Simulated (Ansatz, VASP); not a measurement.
# Two plane-wave programs on TiO2

```
Ti O
1.0
    -3.77067    0.00000    0.00000
     0.00000   -3.77067    0.00000
    -1.50827    0.00000    9.54634
Ti O
4 8
Cartesian
  0.0000 0.0000 8.3530
  -1.8853 -1.8853 3.5799
  -1.8853 0.0000 5.9665
  0.0000 -1.8853 1.1933
  -1.8853 -1.8853 5.5619
  -3.7707 -3.7707 0.7887
  -1.8853 0.0000 7.9485
  -3.7707 -1.8853 3.1753
  -1.8853 0.0000 3.9845
  0.0000 -1.8853 8.7576
  0.0000 0.0000 6.3710
  -1.8853 -1.8853 1.5979
```

Alike in both runs: task single point; functional PBEsol; k mesh 7 × 7 × 3; occupations gaussian, width 0.05 eV; no spin polarisation.

```csv
,VASP,Ansatz
version,VASP 6.6.1,Ansatz 0.2.0
potentials or method,"VASP PAW PBE potentials, release 64 (Ti_sv, O)","scalar-relativistic, plane waves, PAW"
plane-wave cutoff (eV),520,420
valence electrons in the cell,96,96
```

VASP gave:

```
gap on the k mesh at the Fermi level (eV)       : 1.91
least direct gap on the mesh (eV)               : 2.19
pressure (GPa)                                  : -3.5
largest component of the traceless stress (GPa) : 5.39
rms of the force components (eV/Å)              : 0.363
```

**Question.** Which values does Ansatz return?

**Answer.** gap on the k mesh at the Fermi level (eV): 1.93; least direct gap on the mesh (eV): 2.21; pressure (GPa): -4.2; largest component of the traceless stress (GPa): 5.43; rms of the force components (eV/Å): 0.369.

Caveats: the PAW data sets were made with another functional, which shifts forces and pressure a little (VASP); an odd mesh through Γ misses points on the zone boundary, where band edges often lie.
